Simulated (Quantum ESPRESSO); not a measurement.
SrO: equation of state with r2SCAN

The system is SrO.

```xyz
2
Lattice="0.0000 2.5663 2.5663 2.5663 0.0000 2.5663 2.5663 2.5663 0.0000" Properties=species:S:1:pos:R:3 pbc="T T T"
Sr    2.5663    2.5663    2.5663
O     0.0000    0.0000    0.0000
```

* Program: Quantum ESPRESSO 7.5
* Task: equation of state
* Functional: r2SCAN
* Potentials or basis: SG15 PBE 1.2
* Cutoff: 1197 eV
* Density cutoff: 4789 eV
* k mesh: 7 × 7 × 7
* Occupations: fermi-dirac, width 0.05 eV
* Spin: no spin polarisation

| Item | Value |
| --- | --- |
| Equilibrium volume | 17.14 Å³/atom |
| Bulk modulus | 93 GPa |
| Pressure derivative of the bulk modulus | 4.5 |

Energy against volume, from the lowest point:
| volume (Å³/atom) | energy (meV/atom) |
| --- | --- |
| 15.887 | 30.32 |
| 16.225 | 15.44 |
| 16.563 | 5.78 |
| 16.901 | 0.79 |
| 17.239 | 0.00 |
| 17.577 | 2.98 |
| 17.915 | 9.33 |

All runs of the series together: 17 min on 4 threads of Arm Neoverse V1, on a shared host.

Caveat: the potentials were made for another functional, which shifts forces and pressure. Zero-point motion and thermal expansion aren't in these numbers.
